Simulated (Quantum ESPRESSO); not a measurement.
Runs of Quantum ESPRESSO 7.5 on ZrS. It takes space group Fm-3m (No. 225, cubic). Conventional cell: a = 5.250 Å, b = 5.250 Å, c = 5.250 Å, α = 90.00°, β = 90.00°, γ = 90.00°. Zr (site symmetry m-3m) is surrounded by 6 S at 2.62 Å. Around S (site symmetry m-3m) lie 6 Zr at 2.62 Å. 

```csv
task,level,potentials or basis,U,cell,k mesh,cutoff (eV),smearing,start of the occupations,hubbard projectors,mixing beta,q mesh,iterations,gap on the mesh (eV),pressure (GPa)
Hubbard U by linear response,PBEsol+U,GBRV 1.5 PBEsol,Zr d U = 0.0001 eV,as given,8 × 8 × 8,612,cold 0.272 eV,default,atomic,0.3,2 × 2 × 2,-,none,-6.6
phonon dispersion,PBEsol,GBRV 1.5 PBEsol,-,relaxed,8 × 8 × 8,612,gaussian 0.272 eV,-,-,0.5,2 × 2 × 2,-,none,0.0
Wannier functions,PBEsol,GBRV 1.5 PBEsol,-,as given,7 × 7 × 7,612,fermi-dirac 0.05 eV,-,-,0.5,-,0,none,(a)
phonons,LDA,JTH 2.0 LDA,-,relaxed,9 × 9 × 9,490,methfessel-paxton 0.136 eV,-,-,0.5,-,-,none,0.0
phonons,PBEsol,PseudoDojo 0.4.1 SR PBEsol standard,-,relaxed,9 × 9 × 9,898,methfessel-paxton 0.272 eV,-,-,0.5,-,-,none,0.0
```

Alike in all rows: no spin polarisation.

Task: Fill in the values left out.

Result: (a) -6.5.

Caveats: U without spin polarisation on a metal has little footing (some runs); the mesh is thin for the phonons of a metal (some runs); some modes are imaginary (some runs); the cutoff is low for these files, which shifts pressure and relaxed volume (some runs).

A k mesh can miss the band edges, and the runs leave out spin-orbit coupling on Zr.

A gap of «none» marks a metal or a gap under the smearing width.

Not every run made on this cell is shown here.
